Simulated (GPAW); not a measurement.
# In (I4/mmm) in GPAW: phonons with PBE

Aim: the phonons of In with PBE.

Program: GPAW 26.7.0. These are calculated values, not measurements. Logs are shortened: lines on timing, memory, paths and dates and some standing lists are left out, and cuts for length are marked. The log counts tension as positive stress, the text compression.

### 1 The crystal as given

It takes space group I4/mmm (No. 139, tetragonal). Conventional cell: a = 3.251 Å, b = 3.251 Å, c = 4.947 Å, α = 90.00°, β = 90.00°, γ = 90.00°. In (site symmetry 4/mmm) has 12 In at 3.25 to 3.38 Å as nearest neighbours.

### 2 Phonons, PBE

run.py reads:

```python
import json
import numpy as np
from ase import Atoms
from ase.io import read, write
from phonopy import Phonopy
from phonopy.structure.atoms import PhonopyAtoms
from gpaw import GPAW

atoms = read('In.xyz')

calc = GPAW(mode='lcao',
            h=0.16,
            basis='dzp',
            xc='PBE',
            kpts={'size': (8, 8, 8), 'gamma': True},
            occupations={'name': 'fermi-dirac', 'width': 0.05},
            convergence={'density': 1e-06},
            maxiter=150,
            txt='gpaw.txt')
atoms.calc = calc
energy = atoms.get_potential_energy()
forces = atoms.get_forces()
calc.write('gs.gpw')
write('result.traj', atoms)
print('Cell:', atoms.cell.cellpar().round(4))
print(atoms.get_scaled_positions().round(5))

def force_constants(scale):
    unit = PhonopyAtoms(symbols=atoms.get_chemical_symbols(), cell=atoms.cell[:] * scale**(1 / 3),
                        scaled_positions=atoms.get_scaled_positions())
    ph = Phonopy(unit, supercell_matrix=np.diag([2, 2, 2]), primitive_matrix=np.eye(3), symprec=1e-4)
    ph.generate_displacements(distance=0.02)
    forces = []
    for i, sc in enumerate(ph.supercells_with_displacements):
        a = Atoms(sc.symbols, cell=sc.cell, scaled_positions=sc.scaled_positions, pbc=True)
        c = GPAW(mode='lcao',
                 h=0.16,
                 basis='dzp',
                 xc='PBE',
                 kpts={'size': (4, 4, 4), 'gamma': True},
                 occupations={'name': 'fermi-dirac', 'width': 0.05},
                 convergence={'density': 1e-06},
                 maxiter=150,
                 txt=f'disp-{scale:.3f}-{i:02d}.txt')
        a.calc = c
        f = a.get_forces()
        forces.append(f - f.mean(axis=0))
        print(f'displacement {i}: drift', f.mean(axis=0).round(5), flush=True)
    ph.forces = forces
    ph.produce_force_constants()
    ph.symmetrize_force_constants()
    return ph

qpoints = [[0.0, 0.0, 0.0], [0.0, 0.0, 0.5], [0.0, 0.5, 0.0], [0.0, 0.5, 0.5], [0.5, 0.0, 0.0], [0.5, 0.0, 0.5], [0.5, 0.5, 0.0], [0.5, 0.5, 0.5]]
results = {}
for scale in [1.0]:
    ph = force_constants(scale)
    ph.run_qpoints(qpoints)
    nu = ph.qpoints.frequencies * 33.35641  # THz to cm^-1
    results[f'{scale:.3f}'] = nu.tolist()
    for qp, f in zip(qpoints, nu):
        print(scale, np.round(qp, 4), f.round(2))

path = atoms.cell.bandpath('GXYSGZS1NPY1Z,XP', npoints=60, eps=1e-4)
ph.run_qpoints(path.kpts)
results['path'] = (ph.qpoints.frequencies * 33.35641).tolist()
results['path_q'] = path.kpts.tolist()
x, ticks, names = path.get_linear_kpoint_axis()
results['axis'] = [x.tolist(), list(ticks), names]
ph.run_mesh([15, 15, 15], is_gamma_center=True)
ph.run_thermal_properties(temperatures=[0, 100, 200, 300, 500, 800], cutoff_frequency=0.05)
tp = ph.thermal_properties
results['thermal'] = [list(v) for v in (tp.temperatures, tp.free_energy, tp.entropy, tp.heat_capacity)]
for t, fv, s, cv in zip(*results['thermal']):
    print(f'{t:6.0f} K  F {fv:9.4f} kJ/mol  S {s:9.4f} J/K/mol  Cv {cv:9.4f} J/K/mol')
json.dump(results, open('phonons.json', 'w'))
```

In.xyz reads:

```xyz
1
Lattice="-1.6254700000 1.6254700000 2.4737000000 1.6254700000 -1.6254700000 2.4737000000 1.6254700000 1.6254700000 -2.4737000000" Properties=species:S:1:pos:R:3 pbc="T T T"
In     0.0000000000      0.0000000000      0.0000000000
```

Potentials or basis: GPAW PAW data sets (gpaw-data 1.2.1), lcao:dzp.

Started as:

```console
$ OMP_NUM_THREADS=1 python run.py
```

gpaw.txt:

```text
__  _  _
 | _ |_)|_||  |
 |__||  | ||/\| - 26.7.0

Input parameters:
  mode=LCAO(),
  basis={'default': 'dzp'},
  convergence={'density': 1e-06},
  h=0.16,
  kpts=MonkhorstPack(size=(8, 8, 8), gamma=True),
  maxiter=150,
  occupations=Occupations(name='fermi-dirac', width=0.05),
  xc=XC(name='PBE')

       In

Atoms  # Å, Bohr magnetons
|   | symbol |        x |        y |        z |    initial magnetic moments |
|---|--------|----------|----------|----------|-----------------------------|
| 0 |     In | 0.000000 | 0.000000 | 0.000000 | ( 0.0000,  0.0000,  0.0000) |

Unit cell  # Å
| periodic |         x |         y |         z |  lengths |     angles |
|----------|-----------|-----------|-----------|----------|------------|
|      yes | -1.625470 |  1.625470 |  2.473700 | 3.376906 | 122.452932 |
|      yes |  1.625470 | -1.625470 |  2.473700 | 3.376906 | 122.452932 |
|      yes |  1.625470 |  1.625470 | -2.473700 | 3.376906 |  85.801437 |

Number of symmetries: 16
Symmetry operations  # r_c * U_cc + t_c -> r_c
|    | kind |            matrix            |
|----|------|------------------------------|
|  0 |  σ   |  1, 1, 1,  0, 0,-1,  0,-1, 0 |
|  1 |  C4  |  1, 1, 1,  0, 0,-1, -1, 0, 0 |
|  2 |  E   |  1, 0, 0,  0, 1, 0,  0, 0, 1 |
|  3 |  σ   |  1, 0, 0,  0, 1, 0, -1,-1,-1 |
|  4 |  σ   |  0, 1, 0,  1, 0, 0,  0, 0, 1 |
|  5 |  C2  |  0, 1, 0,  1, 0, 0, -1,-1,-1 |
|  6 |  C2  |  0, 0, 1, -1,-1,-1,  1, 0, 0 |
|  7 |  S4  |  0, 0, 1, -1,-1,-1,  0, 1, 0 |
|  8 |  C4  |  0, 0,-1,  1, 1, 1,  0,-1, 0 |
|  9 |  σ   |  0, 0,-1,  1, 1, 1, -1, 0, 0 |
| 10 |  σ   |  0,-1, 0, -1, 0, 0,  1, 1, 1 |
| 11 |  C2  |  0,-1, 0, -1, 0, 0,  0, 0,-1 |
| 12 |  C2  | -1, 0, 0,  0,-1, 0,  1, 1, 1 |
| 13 |  i   | -1, 0, 0,  0,-1, 0,  0, 0,-1 |
| 14 |  S4  | -1,-1,-1,  0, 0, 1,  1, 0, 0 |
| 15 |  C2  | -1,-1,-1,  0, 0, 1,  0, 1, 0 |

BZ-sampling:
  Number of BZ points: 512
  Number of IBZ points: 59

  Monkhorst-Pack size: [8, 8, 8]
  Monkhorst-Pack shift: [0.0625, 0.0625, 0.0625]

K-points  # in reciprocal-cell coordinates
|     |                                coordinates |     weight |
|-----|--------------------------------------------|------------|
|   0 | (  0.00000000,   0.00000000,   0.00000000) | 0.00195312 |
|   1 | (  0.12500000,  -0.12500000,   0.00000000) | 0.00781250 |
|   2 | (  0.12500000,  -0.12500000,   0.12500000) | 0.00781250 |
|   3 | (  0.12500000,   0.00000000,   0.00000000) | 0.01562500 |
|   4 | (  0.12500000,   0.12500000,  -0.12500000) | 0.00390625 |
|   5 | (  0.25000000,  -0.25000000,   0.00000000) | 0.00781250 |
|   6 | (  0.25000000,  -0.25000000,   0.12500000) | 0.01562500 |
|   7 | (  0.25000000,  -0.25000000,   0.25000000) | 0.00781250 |
|   8 | (  0.25000000,  -0.12500000,   0.00000000) | 0.03125000 |
|   9 | (  0.25000000,  -0.12500000,   0.12500000) | 0.01562500 |
| ... |                                            |            |
|  58 | (  0.50000000,   0.50000000,   0.50000000) | 0.00195312 |

basis functions: 23
Spin-components: 1 (collinear spins)
Bands:           9
Projectors:      6
Spin-degeneracy: 2
Datatype:        <class 'complex'>

Parallelization:
  kpt:    1
  domain: 1
  band:   1

Density:
  Valence electrons: 13.0
  Components: 1
  Grid points: [16 16 16]
  Charge: 0.0  # |e|

Potential:
  Grid points: [16 16 16]

species:
  In:
    name:    Indium
    Z:       49.0
    valence: 13
    core:    36
    charge:  0.0  # [|e|]
    compensation charges:
      type: gauss
      rc: 0.36  # [Å]
      lmax: 2
    cutoffs:
      filter: 2.09  # [Å]
      core: 2.48  # [Å]
    projectors
    | kind |    occ | energy [eV] | rcut [Å] |
    |------|--------|-------------|----------|
    |   5s |  2.000 |      -8.203 |    1.185 |
    |   5p |  1.000 |      -2.521 |    1.244 |
    |   4d | 10.000 |     -18.629 |    1.148 |
    |    s |        |      19.008 |    1.185 |
    |    p |        |      24.691 |    1.244 |
    |    d |        |       8.583 |    1.148 |

    LCAO basis set for In:
      Name: dzp
      File: <dir>
      Number of radial functions: 7
      Number of spherical harmonics: 23
        l=0, rc=7.7188 Bohr: 5s-sz confined orbital
        l=1, rc=10.7500 Bohr: 5p-sz confined orbital
        l=2, rc=4.4219 Bohr: 4d-sz confined orbital
        l=0, rc=4.5312 Bohr: 5s-dz split-valence wave
        l=1, rc=6.4688 Bohr: 5p-dz split-valence wave
        l=2, rc=2.7344 Bohr: 4d-dz split-valence wave
        l=2, rc=10.7500 Bohr: d-type Gaussian polarization
      Number of RI-basis functions 0

Reference energy: -159975.419660  # eV

eigensolver:
  <gpaw.new.lcao.eigensolver.LCAOEigensolver object>
density mixing:
  MSR1-Mixer
  Pratt-step length: 0.05
  Maximum mixing coefficient: 0.75
  Old densities: 10
  SVD Regularization: 0.005
  Good broyden scale: 1.0
  Trust region scale: 1.0
  Backstep threshold: 4.0
  History deletion threshold: 6.0
  Fourier metric: weight=20.0, sigma=0.015

occupation numbers:
  Fermi-Dirac:
    width: 0.0500  # eV

FastPoissonSolver using
    Stencil: 12*3+1=37 point O(h^6) finite-difference Laplacian
    FFT axes: [np.int64(0), np.int64(1), np.int64(2)]
    FST axes: []

xc functional:
  name: PBE with 2 nearest neighbor stencil
interpolation: tri-quintic # 5. degree polynomial

       In

Atoms  # Å, Bohr magnetons
|   | symbol |        x |        y |        z |    initial magnetic moments |
|---|--------|----------|----------|----------|-----------------------------|
| 0 |     In | 0.000000 | 0.000000 | 0.000000 | ( 0.0000,  0.0000,  0.0000) |

Unit cell  # Å
| periodic |         x |         y |         z |  lengths |     angles |
|----------|-----------|-----------|-----------|----------|------------|
|      yes | -1.625470 |  1.625470 |  2.473700 | 3.376906 | 122.452932 |
|      yes |  1.625470 | -1.625470 |  2.473700 | 3.376906 | 122.452932 |
|      yes |  1.625470 |  1.625470 | -2.473700 | 3.376906 |  85.801437 |

Number of symmetries: 16
Symmetry operations  # r_c * U_cc + t_c -> r_c
|    | kind |            matrix            |
|----|------|------------------------------|
|  0 |  σ   |  1, 1, 1,  0, 0,-1,  0,-1, 0 |
|  1 |  C4  |  1, 1, 1,  0, 0,-1, -1, 0, 0 |
|  2 |  E   |  1, 0, 0,  0, 1, 0,  0, 0, 1 |
|  3 |  σ   |  1, 0, 0,  0, 1, 0, -1,-1,-1 |
|  4 |  σ   |  0, 1, 0,  1, 0, 0,  0, 0, 1 |
|  5 |  C2  |  0, 1, 0,  1, 0, 0, -1,-1,-1 |
|  6 |  C2  |  0, 0, 1, -1,-1,-1,  1, 0, 0 |
|  7 |  S4  |  0, 0, 1, -1,-1,-1,  0, 1, 0 |
|  8 |  C4  |  0, 0,-1,  1, 1, 1,  0,-1, 0 |
|  9 |  σ   |  0, 0,-1,  1, 1, 1, -1, 0, 0 |
| 10 |  σ   |  0,-1, 0, -1, 0, 0,  1, 1, 1 |
| 11 |  C2  |  0,-1, 0, -1, 0, 0,  0, 0,-1 |
| 12 |  C2  | -1, 0, 0,  0,-1, 0,  1, 1, 1 |
| 13 |  i   | -1, 0, 0,  0,-1, 0,  0, 0,-1 |
| 14 |  S4  | -1,-1,-1,  0, 0, 1,  1, 0, 0 |
| 15 |  C2  | -1,-1,-1,  0, 0, 1,  0, 1, 0 |

BZ-sampling:
  Number of BZ points: 512
  Number of IBZ points: 59

  Monkhorst-Pack size: [8, 8, 8]
  Monkhorst-Pack shift: [0.0625, 0.0625, 0.0625]

K-points  # in reciprocal-cell coordinates
|     |                                coordinates |     weight |
|-----|--------------------------------------------|------------|
|   0 | (  0.00000000,   0.00000000,   0.00000000) | 0.00195312 |
|   1 | (  0.12500000,  -0.12500000,   0.00000000) | 0.00781250 |
|   2 | (  0.12500000,  -0.12500000,   0.12500000) | 0.00781250 |
|   3 | (  0.12500000,   0.00000000,   0.00000000) | 0.01562500 |
|   4 | (  0.12500000,   0.12500000,  -0.12500000) | 0.00390625 |
|   5 | (  0.25000000,  -0.25000000,   0.00000000) | 0.00781250 |
|   6 | (  0.25000000,  -0.25000000,   0.12500000) | 0.01562500 |
|   7 | (  0.25000000,  -0.25000000,   0.25000000) | 0.00781250 |
|   8 | (  0.25000000,  -0.12500000,   0.00000000) | 0.03125000 |
|   9 | (  0.25000000,  -0.12500000,   0.12500000) | 0.01562500 |
| ... |                                            |            |
|  58 | (  0.50000000,   0.50000000,   0.50000000) | 0.00195312 |

basis functions: 23
Spin-components: 1 (collinear spins)
Bands:           9
Projectors:      6
Spin-degeneracy: 2
Datatype:        <class 'complex'>

Parallelization:
  kpt:    1
  domain: 1
  band:   1

Density:
  Valence electrons: 13.0
  Components: 1
  Grid points: [16 16 16]
  Charge: 0.0  # |e|

Potential:
  Grid points: [16 16 16]

species:
  In:
    name:    Indium
    Z:       49.0
    valence: 13
    core:    36
    charge:  0.0  # [|e|]
    compensation charges:
      type: gauss
      rc: 0.36  # [Å]
      lmax: 2
    cutoffs:
      filter: 2.09  # [Å]
      core: 2.48  # [Å]
    projectors
    | kind |    occ | energy [eV] | rcut [Å] |
    |------|--------|-------------|----------|
    |   5s |  2.000 |      -8.203 |    1.185 |
    |   5p |  1.000 |      -2.521 |    1.244 |
    |   4d | 10.000 |     -18.629 |    1.148 |
    |    s |        |      19.008 |    1.185 |
    |    p |        |      24.691 |    1.244 |
    |    d |        |       8.583 |    1.148 |

    LCAO basis set for In:
      Name: dzp
      File: <dir>
      Number of radial functions: 7
      Number of spherical harmonics: 23
        l=0, rc=7.7188 Bohr: 5s-sz confined orbital
        l=1, rc=10.7500 Bohr: 5p-sz confined orbital
        l=2, rc=4.4219 Bohr: 4d-sz confined orbital
        l=0, rc=4.5312 Bohr: 5s-dz split-valence wave
        l=1, rc=6.4688 Bohr: 5p-dz split-valence wave
        l=2, rc=2.7344 Bohr: 4d-dz split-valence wave
        l=2, rc=10.7500 Bohr: d-type Gaussian polarization
      Number of RI-basis functions 0

Reference energy: -159975.419660  # eV

eigensolver:
  <gpaw.new.lcao.eigensolver.LCAOEigensolver object>
density mixing:
  MSR1-Mixer
  Pratt-step length: 0.05
  Maximum mixing coefficient: 0.75
  Old densities: 10
  SVD Regularization: 0.005
  Good broyden scale: 1.0
  Trust region scale: 1.0
  Backstep threshold: 4.0
  History deletion threshold: 6.0
  Fourier metric: weight=20.0, sigma=0.015

occupation numbers:
  Fermi-Dirac:
    width: 0.0500  # eV

FastPoissonSolver using
    Stencil: 12*3+1=37 point O(h^6) finite-difference Laplacian
    FFT axes: [np.int64(0), np.int64(1), np.int64(2)]
    FST axes: []

xc functional:
  name: PBE with 2 nearest neighbor stencil
interpolation: tri-quintic # 5. degree polynomial

convergence criteria:
- Maximum integral of absolute [dens]ity change: 1e-06 electrons / valence electron
- Maximum [total energy] change in last 3 cyles: 0.0005 eV / valence electron
- Maximum integral of absolute [eigenst]ate change: 4e-08 eV^2 / valence electron
maximum number of iterations: 150

SCF iterations
|iter     | |      energy | eigst |  dens |
|---------|-|-------------|-------|-------|
|iter:   1| |   -2.513703 |      c|       |
|iter:   2| |   -2.497121 |      c| -1.44 |
|iter:   3| |   -2.418380 |      c| -1.47 |
|iter:   4| |   -2.417336 |      c| -1.96 |
|iter:   5| |   -2.417289c|      c| -2.41 |
|iter:   6| |   -2.417289c|      c| -4.21 |
|iter:   7| |   -2.417289c|      c| -4.66 |
|iter:   8| |   -2.417289c|      c| -6.21c|

Converged in 8 steps
Energy contributions relative to reference atoms: (reference = -159975.419660)

Energy contributions:
  Kinetic:           4.684922
  Coulomb:          -3.614372
  Zero:              0.091811
  External:          0.000000
  Xc:               -3.577935
  Entropy:          -0.003431
  Spinorbit:         0.000000
  ----------------------------
  Free energy:      -2.419005
  Extrapolated:     -2.417289

dipole moment: (-5.502300, -5.502300, -8.373602)  # |e|*Ang

Fermi level: 7.076
Eigenvalues  # (at kpt = [0.000, 0.000, 0.000])
| band index |      eig [eV] | occ [0-2] |
|------------|---------------|-----------|
|          0 |        -7.713 |     2.000 |
|          1 |        -7.604 |     2.000 |
|          2 |        -7.604 |     2.000 |
|          3 |        -7.519 |     2.000 |
|          4 |        -7.422 |     2.000 |
|          5 |        -2.552 |     2.000 |
|          6 |        17.699 |     0.000 |
|          7 |        17.700 |     0.000 |
|          8 |        17.936 |     0.000 |

No gap
No difference between direct/indirect transitions

Forces  # eV/Ang
|        x |       y |        z |
|----------|---------|----------|
| -0.00000 | 0.00000 | -0.00000 |  # In   0

# Writing to gs.gpw (mode='')
```

Wall time 11 min (1 thread of Arm Neoverse V2, shared host); peak memory 0.63 GiB.

What came out:

```yaml
Free_energy: -2.4190 eV
Band_gap_on_the_k_mesh: none (metal or under the smearing width)
Highest_phonon_frequency: 125 cm⁻¹
Most_unstable_mode: 30i cm⁻¹
```

Phonon frequencies in cm⁻¹ (negative: imaginary):
| q point | frequencies |
| --- | --- |
| (0.000, 0.000, 0.000) | 0 0 0 |
| (0.000, 0.000, 0.500) | 55 72 107 |
| (0.000, 0.500, 0.000) | -30 39 116 |
| (0.000, 0.500, 0.500) | -30 39 116 |
| (0.500, 0.000, 0.000) | -30 39 116 |
| (0.500, 0.000, 0.500) | -30 39 116 |
| (0.500, 0.500, 0.000) | 55 72 107 |
| (0.500, 0.500, 0.500) | 28 28 125 |

Caveat: some modes are imaginary; phonon bands are interpolated from a small supercell; the basis of atomic orbitals isn't converged, which shifts pressures, moduli and gaps.
